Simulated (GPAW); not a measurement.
Runs of GPAW 26.7.0 on Cd. All rows change the cell; the cell of one of them follows. The typed cell holds 1 atom: a = 3.176 Å, b = 3.157 Å, c = 3.063 Å, α = 60.13°, β = 58.30°, γ = 62.88°. This isn't the form of Cd at room conditions, which is hcp.

```tsv
task	level	potentials or basis	cell	optimizer	fmax	max steps	gap on the mesh (eV)	pressure (GPa)
single point	PBEsol+D3	PAW data sets generated in the run's folder for this functional, pw	cell sheared at random, sigma 0.03, atoms nudged by 0.01 Å	-	-	-	none	-4.1
single point	PBE	GPAW PAW data sets (gpaw-data 1.2.1), pw	cell sheared at random, sigma 0.03, atoms nudged by 0.01 Å	-	-	-	none	(a)
electron localisation function	C09-vdW	GPAW PAW data sets (gpaw-data 1.2.1), pw	cell sheared at random, sigma 0.03, atoms nudged by 0.01 Å	-	-	-	none	-
relaxation of cell and atoms	AM05	PAW data sets generated in the run's folder for this functional, pw	relaxed from: cell sheared at random, sigma 0.03, atoms nudged by 0.01 Å	BFGS	0.05 eV/Å	100	none	0.1
```

Alike in all rows: no spin polarisation; k mesh 10 × 10 × 11; cutoff (eV) 600; smearing fermi-dirac 0.05 eV.

Q: Fill in the values left out.

A: (a) 1.8.

Caveats: pairwise dispersion overbinds metals, which lowers pressure and volume (some runs); the PAW data sets were made with another functional, which shifts forces and pressure a little (some runs); later steps reuse the first step's grids (some runs).

A k mesh can miss the band edges, and the runs leave out spin-orbit coupling on Cd.

A gap of «none» marks a metal or a gap under the smearing width.
